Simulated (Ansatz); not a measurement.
**Relaxation path: InAs (zincblende type)**

DFT, PBE, PAW with Ansatz's default frozen-core files, scalar-relativistic (Ansatz 0.2.0); a Γ-centred 13×13×13 k mesh, Fermi–Dirac smearing of 0.1 eV, no spin polarisation. The run relaxes cell and atoms at a target pressure of 91 GPa.

Command: `ansatz run input.yaml --threads 1 --pin off --max-ram 3584MiB --backend cpu --events-out ev --progress --plain --runs-dir out` It took 36 s on 1 thread of Intel(R) Xeon(R) Platinum 8488C (Sapphire Rapids) (shared host), peak memory 0.41 GiB.

PAW: frozen-core files, cutoff 420 eV; forces are relaxed below 0.005 eV/Å.

Each step lists its enthalpy F + pV a cell above the last geometry, the pressure, the cell vectors (Å), and Cartesian positions (Å) with forces (eV/Å).

The first step:

```
step 1  dH = 321.58 meV  P = 128.9 GPa
  cell 0.0000 2.5103 2.5103  2.5103 0.0000 2.5103  2.5103 2.5103 0.0000
  In 0.0000 0.0000 0.0000   0.0000 0.0000 0.0000
  As 1.2552 1.2552 1.2552   0.0000 0.0000 0.0000
```

Task: Where does the relaxation end, and by which steps?

Result: After 5 geometries, with conventional a, b, c = 5.170, 5.170, 5.170 Å, at 17.275 Å³/atom (+9.20 % against the start) in space group F-43m, with a shortest distance of 2.239 Å. The further steps:
```
step 2  dH = 119.54 meV  P = 72.2 GPa
  cell 0.0000 2.6327 2.6327  2.6327 0.0000 2.6327  2.6327 2.6327 0.0000
  In 0.0000 0.0000 0.0000   0.0000 0.0000 0.0000
  As 1.3164 1.3164 1.3164   0.0000 0.0000 0.0000
step 3  dH = 1.21 meV  P = 89.1 GPa
  cell 0.0000 2.5896 2.5896  2.5896 0.0000 2.5896  2.5896 2.5896 0.0000
  In 0.0000 0.0000 0.0000   0.0000 0.0000 0.0000
  As 1.2948 1.2948 1.2948   0.0000 0.0000 0.0000
step 4  dH = 0.00 meV  P = 91.1 GPa
  cell 0.0000 2.5848 2.5848  2.5848 0.0000 2.5848  2.5848 2.5848 0.0000
  In 0.0000 0.0000 0.0000   0.0000 0.0000 0.0000
  As 1.2924 1.2924 1.2924   0.0000 0.0000 0.0000
step 5  dH = 0.00 meV  P = 91.0 GPa
  cell 0.0000 2.5851 2.5851  2.5851 0.0000 2.5851  2.5851 2.5851 0.0000
  In 0.0000 0.0000 0.0000   0.0000 0.0000 0.0000
  As 1.2925 1.2925 1.2925   0.0000 0.0000 0.0000
step 6  dH = -1.87 meV  P = 91.0 GPa  (same geometry on a basis chosen anew; earlier energies don't compare to the last digit)
  cell 0.0000 2.5851 2.5851  2.5851 0.0000 2.5851  2.5851 2.5851 0.0000
  In 0.0000 0.0000 0.0000   0.0000 0.0000 0.0000
  As 1.2925 1.2925 1.2925   0.0000 0.0000 0.0000
```
